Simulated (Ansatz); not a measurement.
## 3-layer Ga2SSe (AB) in a perpendicular field

What dipole does a perpendicular field induce in the 3-layer Ga2SSe (AB), and does the gap follow? A positive field points along +c.

Calculated with Ansatz 0.2.0; plane-wave DFT, PBE-D3(BJ), Ansatz PAW.

Report form: the programs' logs are mostly left out.

### 1. The starting structure

The cell holds 12 atoms: 3 Se, 6 Ga and 3 S. Its edges and angles: a = 3.705 Å, b = 3.705 Å, c = 70.039 Å, α = 90.0°, β = 90.0°, γ = 120.0°. Regions: layer 1: Ga2SSe, 4 atoms (1 Se, 2 Ga and 1 S); layer 2: Ga2SSe, 4 atoms (1 Se, 2 Ga and 1 S); layer 3: Ga2SSe, 4 atoms (1 Se, 2 Ga and 1 S). Vacuum lies along c.

### 2. Relaxation

The starting cell is a guess, so the in-plane lattice and the atoms are relaxed first, with the slab cut off from its images along the normal.

Contents of input.yaml:

```yaml
crystal:
  lattice:
    - [3.705, 0.0, 0.0]
    - [-1.8525, 3.208624121, 0.0]
    - [0.0, 0.0, 70.0390258977]
  atoms:
    - { symbol: Se, position: [0.3333333333, 0.6666666667, 0.3605132949] }
    - { symbol: Ga, position: [0.0, 0.0, 0.377568041] }
    - { symbol: Ga, position: [0.0, 0.0, 0.4124057614] }
    - { symbol: S, position: [0.3333333333, 0.6666666667, 0.424472998] }
    - { symbol: Se, position: [0.6666666667, 0.3333333333, 0.4680201485] }
    - { symbol: Ga, position: [0.3333333333, 0.6666666667, 0.4850748946] }
    - { symbol: Ga, position: [0.3333333333, 0.6666666667, 0.5199126149] }
    - { symbol: S, position: [0.6666666667, 0.3333333333, 0.5319798515] }
    - { symbol: Se, position: [0.3333333333, 0.6666666667, 0.575527002] }
    - { symbol: Ga, position: [0.0, 0.0, 0.5925817481] }
    - { symbol: Ga, position: [0.0, 0.0, 0.6274194685] }
    - { symbol: S, position: [0.3333333333, 0.6666666667, 0.6394867051] }
  periodic: [true, true, false]
kpoints:
  mp_grid: { grid: [12, 12, 1] }
hamiltonian:
  xc: pbe
  dispersion: d3bj
scf:
  occupations: { method: fermi_dirac, width: 0.05 }
  convergence: { dr2_threshold: 1.0e-09 }
relax:
  f_tol: 0.004
  max_steps: 90
  cell: {}
output:
  write_potential: true
  write_density: true
  volumetric_format: npy
```

Started as:

```sh
$ ansatz run input.yaml --threads 4 --pin off --max-ram 12288MiB --backend cpu --events-out ev --progress --plain --runs-dir out
```

It took 4.6 min on 4 threads of Intel Xeon Platinum 8488C (Sapphire Rapids), shared host; peak memory 2.5 GiB; 18 min of CPU time.

Relaxation path:

```
step  energy less that of the first step (eV)  largest force component (eV/Å)  volume (Å³)
   1                                   0.0000                          1.3609       832.62
   2                                  -0.3654                          0.2561       817.53
   3                                  -0.4011                          0.1351       824.99
   4                                  -0.4053                          0.0449       823.10
   5                                  -0.4060                          0.0347       822.08
   6                                  -0.4064                          0.0093       822.61
   7                                  -0.4064                          0.0037       822.50
  8*                                  -0.4058                          0.0037       822.50
```

Relaxation steps marked * repeat the geometry before them on a plane-wave basis chosen anew for their cell, so energy and pressure can jump there.

Forces are held to the 6 operations that the run works with; a distortion that breaks them can't arise in this run.

```
cell as run  before  after  change
      a (Å)   3.705  3.682  -0.6 %
      b (Å)   3.705  3.682  -0.6 %
```

The atoms that moved most (Å, along periodic axes as changes of fractional coordinates times the final cell, across vacuum about the mean position):

```
atom     dx     dy      dz  length
 S12  0.000  0.000   0.457   0.457
 Se1  0.000  0.000  -0.361   0.361
 Ga2  0.000  0.000  -0.334   0.334
 Ga3  0.000  0.000  -0.327   0.327
Ga11  0.000  0.000   0.254   0.254
Ga10  0.000  0.000   0.247   0.247
 Se9  0.000  0.000   0.225   0.225
  S8  0.000  0.000   0.150   0.150
```

The lattice constant a goes from 3.705 to 3.682 Å.

### 3. Atoms held, field 0, start network

A sawtooth potential applies the field, turning back in the middle of the vacuum. With the dipole correction the typed value is the field outside the slab. The induced dipole is small, so the SCF threshold is tight.

The cell differs from the one that the last finished run ended in (c 70.039 → 38.357 Å).

Contents of input.yaml:

```yaml
crystal:
  lattice:
    - [3.6824247705, 0.0, 0.0]
    - [-1.8412123852, 3.1890733987, 0.0]
    - [0.0, 0.0, 38.3569694374]
  atoms:
    - { symbol: Se, position: [0.3333333333, 0.6666666667, 0.2346379323] }
    - { symbol: Ga, position: [0.0, 0.0, 0.2664680197] }
    - { symbol: Ga, position: [0.0, 0.0, 0.330257596] }
    - { symbol: S, position: [0.3333333333, 0.6666666667, 0.3575068678] }
    - { symbol: Se, position: [0.6666666667, 0.3333333333, 0.4383055697] }
    - { symbol: Ga, position: [0.3333333333, 0.6666666667, 0.4700429565] }
    - { symbol: Ga, position: [0.3333333333, 0.6666666667, 0.5338054985] }
    - { symbol: S, position: [0.6666666667, 0.3333333333, 0.5610350552] }
    - { symbol: Se, position: [0.3333333333, 0.6666666667, 0.6425052181] }
    - { symbol: Ga, position: [0.0, 0.0, 0.6742208958] }
    - { symbol: Ga, position: [0.0, 0.0, 0.7380165077] }
    - { symbol: S, position: [0.3333333333, 0.6666666667, 0.7653620677] }
kpoints:
  mp_grid: { grid: [18, 18, 1] }
  band_path:
    path: [[0, 0, 0], [0.5, 0, 0], [0.33333333, 0.33333333, 0], [0, 0, 0]]
    npoints: 16
hamiltonian:
  xc: pbe
  dispersion: d3bj
scf:
  occupations: { method: fermi_dirac, width: 0.02585 }
  convergence: { dr2_threshold: 1.0e-10 }
efield:
  axis: 3
  dipole_correction: true
  ramp_position: 0.97
  ramp_width: 0.06
  amplitude: 0
output:
  dos: { projected: true, e_range: [-6, 5] }
  bader: true
  write_potential: true
  write_density: true
  volumetric_format: npy
  elf: true
```

The job ended after 96 s (4 threads; peak memory 2.4 GiB).

This step gave:

```
gap on the k-mesh                  : 1.388 eV
dipole along the normal            : -0.04729 e·Å
gap along the path                 : 1.386 eV
smallest direct gap along the path : 1.405 eV
step between the vacuum levels     : 0.7286 eV
ionisation energy, upper face      : 5.851 eV
electron affinity, upper face      : 4.466 eV
ionisation energy, lower face      : 5.123 eV
gap, the smaller of path and mesh  : 1.386 eV
```

The electron's electrostatic potential energy less the Fermi level oscillates, so the rows of the table below give means over windows of 3.91 Å about each position, cut where the curve ends. Its maxima inside the range that stand out by 2 % of the span (Å: eV): 11.4: -2.58, 15.5: 0.593, 19.2: -2.37, 23.3: 0.919, 27.0: -2.10. Its minima: 9.7: -4.76, 13.1: -5.36, 17.5: -4.57, 20.9: -5.15, 25.3: -4.32, 28.7: -4.85.

Running mean over a fixed 2.7 Å (it still follows the layers) of the planar mean; the ramp of the sawtooth is left out. The electron's electrostatic potential energy less the Fermi level by z; means over each step:

```
z (Å)  electron's electrostatic potential energy less the Fermi level (eV)
 5.36                                                                 4.23
 9.27                                                                -2.29
13.18                                                                -3.18
17.09                                                                -2.39
21.00                                                                -2.94
24.91                                                                -2.11
28.82                                                                -2.51
32.73                                                                 4.85
```

The density of states has structure finer than the step of the table below, so its rows give means over 0.2 eV, whole bins alone (the curve runs from -6 to 2.66 eV). Peaks (eV: height): -3.85: 12.8, -3.30: 12.7, -3.16: 14.0, -2.88: 18.8, -2.64: 21.1, -2.44: 12.5, -1.62: 12.4.

Table of density of states by energy, zero at the Fermi level of the run, which the smearing sets inside the gap; means over each step:

energy (eV), density of states (states/eV a cell) and a bar:
```
     -5.8        1.4 ####
     -5.6        1.5 ####
     -5.4        1.9 #####
     -5.2        2.6 #######
     -5.0        4.9 ############
     -4.8        6.7 #################
     -4.6        8.1 #####################
     -4.4        6.8 #################
     -4.2        8.1 ####################
     -4.0        6.7 #################
     -3.8       10.1 ##########################
     -3.6        8.9 #######################
     -3.4       10.3 ##########################
     -3.2       10.6 ###########################
     -3.0       11.1 ############################
     -2.8        9.9 #########################
     -2.6       11.8 ##############################
     -2.4        8.2 #####################
     -2.2        7.1 ##################
     -2.0        5.3 ##############
     -1.8        4.9 ############
     -1.6        5.6 ##############
     -1.4        2.7 #######
     -1.2        2.7 #######
     -1.0        1.0 ##
     -0.8        1.7 ####
     -0.6        0.0 
     -0.4        0.0 
     -0.2        0.0 
      0.0        0.0 
      0.2        0.0 
      0.4        0.0 
      0.6        0.0 
      0.8        0.8 ##
      1.0        1.5 ####
      1.2        3.9 ##########
      1.4        6.3 ################
      1.6        7.8 ####################
      1.8        9.3 ########################
      2.0        9.6 ########################
      2.2        8.2 #####################
      2.4        6.8 #################
```

Projected DOS per atom over height of the atomic layer and energy from the Fermi level. Layers: Se Ga Ga S Se Ga Ga S Se Ga Ga S from below.

Ten even steps from '_' (0.00 states/eV) to '@' (2.03 states/eV), each cell a mean:
```
__..____..--::..--====--
::==--::::--==::::--==::
::--==::::--==::..::--::
::----::....::..________
____..__________________
________________________
________________________
________________________
________________________
________________::____..
..____..--..__..==..__..
==..__..--..__..--......
==......++::..::**::..==
++::..--##::..++%%::..##
@@::..**##::..**++....%%
++....**==....##--..::%%
++::::%%--..::**::....==
::....==--....====--::++
--::::++==::::++::....::
::..::==::__..::______..
____....______..________
________________________
```
Columns: height of the atomic layer (Å) from 9 to 29.4 (not evenly spaced); rows upwards: energy from the Fermi level (eV) from -5.96 to 2.59.

Electronic bands along the path, in eV, zero at the Fermi level of the run, which the smearing sets inside the gap:

```
  point  band 69  band 70  band 71  band 72  band 73  band 74  band 75  band 76
      Γ    -1.35    -1.19    -1.19    -0.74     0.66     1.08     1.45     1.88
halfway    -1.96    -1.69    -1.39    -1.10     1.44     1.67     1.83     1.97
      M    -2.73    -2.54    -2.50    -2.24     0.73     0.98     1.07     1.29
halfway    -2.68    -2.65    -2.46    -2.25     1.34     1.54     1.70     1.82
      K    -2.79    -2.76    -2.50    -2.40     1.16     1.28     1.64     2.10
halfway    -2.68    -1.71    -1.47    -1.19     2.05     2.20     2.28     2.49
      Γ    -1.35    -1.19    -1.19    -0.74     0.66     1.08     1.45     1.88
```

Electrostatic potential energy in the ca plane at fractional y = 0.667, with atoms of Se and S and Ga within 0.2 Å of it. With pseudopotentials it is smooth inside the atoms' cores, unlike the true potential.

Ten even steps from '0' (-23 eV) to '9' (7 eV), each cell a mean:
```
99999999999999999999887777888767789999998777
99999999999999999999987667888766789999998667
99999999999999999999887777888777788999998777
99999999999999999987667888898887767899999887
99999999999999999862224789999886212689999875
99999999999999999733531689999983000279999872
99999999999999999724651589999972000179999861
99999999999999999832431689999984000279999873
99999999999999999863225789999887323689999886
99999999999999999987777788898877778899998887
```
Columns run along c (16.0 Å, from fractional 0.04 to 0.46 of the cell; values clipped at the 3rd and 97th percentile), rows up along a (3.7 Å). Atoms in or near the plane, at fractional coordinates: Se at (0.23, 0.33), S at (0.36, 0.33).

ELF in the ca plane at fractional y = 0.667, with atoms of Se and S and Ga within 0.2 Å of it. It is the smooth field of the valence electrons, not physical close to the nuclei.

Values, 6 rows by 16 columns, each cell a mean:
```
0.00 0.00 0.00 0.00 0.00 0.01 0.10 0.25 0.25 0.38 0.35 0.23 0.18 0.05 0.57 0.67
0.00 0.00 0.00 0.00 0.00 0.05 0.24 0.41 0.32 0.34 0.31 0.32 0.35 0.08 0.50 0.65
0.00 0.00 0.00 0.00 0.02 0.31 0.75 0.75 0.59 0.16 0.19 0.69 0.80 0.39 0.18 0.40
0.00 0.00 0.00 0.00 0.06 0.51 0.85 0.42 0.62 0.11 0.19 0.66 0.52 0.65 0.04 0.20
0.00 0.00 0.00 0.00 0.05 0.48 0.84 0.56 0.63 0.12 0.18 0.71 0.65 0.60 0.06 0.22
0.00 0.00 0.00 0.00 0.01 0.21 0.63 0.72 0.52 0.22 0.22 0.59 0.74 0.27 0.28 0.51
```
Columns run along c (16.0 Å, from fractional 0.04 to 0.46 of the cell), rows up along a (3.7 Å). Atoms in or near the plane, at fractional coordinates: Se at (0.23, 0.33), S at (0.36, 0.33).

Valence density in the ca plane at fractional y = 0.667, with atoms of Se and S and Ga within 0.2 Å of it. It is the smooth field of the valence electrons, not physical close to the nuclei.

Values in e/Å³, 6 rows by 16 columns, each cell a mean:
```
 0  0  0  0  0  0  0  0  0  0  0  0  0  0  0  0
 0  0  0  0  0  0  0  0  0  0  0  0  0  0  0  0
 0  0  0  0  0  0  0  1  0  0  0  0  1  0  0  0
 0  0  0  0  0  0  1 16  1  0  0  1  1  0  0  0
 0  0  0  0  0  0  1  9  1  0  0  1  1  0  0  0
 0  0  0  0  0  0  0  1  0  0  0  0  0  0  0  0
```
Columns run along c (16.0 Å, from fractional 0.04 to 0.46 of the cell), rows up along a (3.7 Å). Atoms in or near the plane, at fractional coordinates: Se at (0.23, 0.33), S at (0.36, 0.33).

The gap is 1.39 eV, with the valence edge 5.85 eV and the conduction edge 4.47 eV under the upper vacuum level.

### 4. Single point, field 0.03 V/Å

Changes to input.yaml since step 3:

```diff
@@ -34,6 +34,4 @@
   ramp_width: 0.06
-  amplitude: 0
+  amplitude: 0.03
 output:
-  dos: { projected: true, e_range: [-6, 5] }
-  bader: true
   write_potential: true
@@ -41,2 +39 @@
   volumetric_format: npy
-  elf: true
```

Elapsed: 78 s, on 4 threads; peak memory 2.1 GiB.

The dipole is -0.00894 e·Å, 0.0383 e·Å from its value without field, and the gap 1.344 eV.

### 5. Single point, field -0.03 V/Å

Changes to input.yaml since step 4:

```diff
@@ -34,3 +34,3 @@
   ramp_width: 0.06
-  amplitude: 0.03
+  amplitude: -0.03
 output:
```

Elapsed: 79 s, on 4 threads; peak memory 2.1 GiB; 5.1 min of CPU time.

The dipole is -0.0856 e·Å, -0.0383 e·Å from its value without field, and the gap 1.424 eV.

### 6. Single point, field 0.15 V/Å

Changes to input.yaml since step 5:

```diff
@@ -32,5 +32,5 @@
   dipole_correction: true
-  ramp_position: 0.97
-  ramp_width: 0.06
-  amplitude: -0.03
+  ramp_position: 0.9674
+  ramp_width: 0.0613
+  amplitude: 0.15
 output:
```

Wall time 86 s (4 threads); peak memory 2.1 GiB.

The dipole is 0.145 e·Å, 0.192 e·Å from its value without field, and the gap 1.146 eV.

### 7. Single point, field 0.25 V/Å

Changes to input.yaml since step 6:

```diff
@@ -34,3 +34,3 @@
   ramp_width: 0.0613
-  amplitude: 0.15
+  amplitude: 0.25
 output:
```

Elapsed: 79 s, on 4 threads; peak memory 2.1 GiB.

The dipole is 0.273 e·Å, 0.320 e·Å from its value without field, and the gap 0.956 eV.

### 8. Single point, field -0.25 V/Å

Changes to input.yaml since step 7:

```diff
@@ -34,4 +34,6 @@
   ramp_width: 0.0613
-  amplitude: 0.25
+  amplitude: -0.25
 output:
+  dos: { projected: true, e_range: [-6, 5] }
+  bader: true
   write_potential: true
@@ -39 +41,2 @@
   volumetric_format: npy
+  elf: true
```

The job ended after 1.9 min (4 threads; peak memory 2.3 GiB).

The dipole is -0.367 e·Å, -0.319 e·Å from its value without field, and the gap 1.519 eV.

### 9. Response, atoms held

This step: plane-wave DFT, PBE-D3(BJ), Ansatz PAW; response to a field along the normal, atoms held (Ansatz 0.2.0).

The dipoles give the slope, and the difference of two potentials shows where the field is screened.

Numbers from this step:

```
equivalent conductor thickness p/(ε₀AE) : 19.70 Å
distance between the outer atoms        : 20.36 Å
```

Dipole of the cell against applied field:

```
applied field (V/Å)  dipole of the cell (e·Å)
             -0.250                    -0.367
             -0.030                   -0.0856
              0.000                   -0.0473
              0.030                  -0.00894
              0.150                     0.145
              0.250                     0.273
```

Local field over the applied field, running mean. From the potentials at -0.03 and 0.03 V/Å; running mean over 2.5 Å. Local field over applied field against z:

```
z (Å)  local field over applied field
    5                           0.995
    6                           0.962
    7                           0.791
    8                           0.450
    9                           0.141
   10                          0.0679
   11                          0.0984
   12                          0.0959
   13                          0.0939
   14                           0.206
   15                           0.335
   16                           0.271
   17                          0.0967
   18                          0.0646
   19                           0.103
   20                          0.0849
   21                           0.102
   22                           0.243
   23                           0.346
   24                           0.245
   25                          0.0831
   26                          0.0695
   27                           0.113
   28                          0.0858
   29                           0.128
   30                           0.374
   31                           0.723
   32                           0.943
   33                           0.993
```

The induced electron density oscillates, so the rows of the table below give means over windows of 1 Å about each position, cut where the curve ends. Its maxima inside the range that stand out by 2 % of the span (Å: e/Å³ per V/Å): 8.0: 0.00359, 11.1: 7.2e-4, 12.6: 0.00123, 15.9: 0.00255, 18.8: 6.6e-4, 20.5: 0.00122, 23.7: 0.00259, 26.7: 6.8e-4, 28.3: 0.00135. Its minima: 10.2: -0.00135, 11.9: -7.1e-4, 14.5: -0.00248, 18.0: -0.00125, 19.6: -6.8e-4, 22.3: -0.00252, 25.9: -0.00125, 27.6: -7.4e-4, 30.3: -0.00355.

Electrons, planar mean, per unit field. Table of induced electron density by z; means over each step:

z (Å), induced electron density (e/Å³ per V/Å) and a bar from the least value:
```
        5    0.00003 ##############
        6    0.00021 ###############
        7    0.00132 #####################
        8    0.00304 ##############################
        9    0.00093 ###################
       10   -0.00073 ##########
       11    0.00028 ###############
       12   -0.00017 #############
       13    0.00034 ################
       14   -0.00146 ######
       15   -0.00086 #########
       16    0.00203 #########################
       17    0.00058 #################
       18   -0.00075 ##########
       19    0.00024 ###############
       20    0.00013 ###############
       21   -0.00005 ##############
       22   -0.00179 ####
       23   -0.00011 #############
       24    0.00194 ########################
       25    0.00032 ################
       26   -0.00065 ##########
       27    0.00007 ##############
       28    0.00042 ################
       29   -0.00041 ############
       30   -0.00263 
       31   -0.00188 ####
       32   -0.00032 ############
       33   -0.00004 ##############
```

The smaller of the gaps on the path and on the k-mesh, counted as 0 under 0.03 eV. Table of gap by applied field:

```
applied field (V/Å)  gap (eV)
             -0.250      1.52
             -0.030      1.42
              0.000      1.39
              0.030      1.34
              0.150      1.15
              0.250     0.956
```

By hand: between -0.03 and 0.03 V/Å the dipole changes by 0.07669 e·Å, a slope of 1.278 e·Å²/V. A perfect conductor of thickness t has p = ε₀AEt, so t = 180.95 × 1.278 / 11.744 = 19.70 Å (e/ε₀ = 180.95 V·Å, A in Å²).

The induced dipole is that of a conductor 19.70 Å thick.

(Continued in part 2 of 2.)

[Logs are printed without paths, hosts, clocks, repeated set-up lines and the standing remarks that a program may print on its own settings, such as how far it seeks lower states.]

[Hosts, paths, dates, database ids (printed as entryN), source tags and the programs' standing remarks are cut or masked in the printed files.]

[Maps of the electrostatic potential energy from Ansatz leave out the sawtooth potential of an applied field or a dipole correction, so their vacuum need not be flat; planar profiles and work functions include it.]
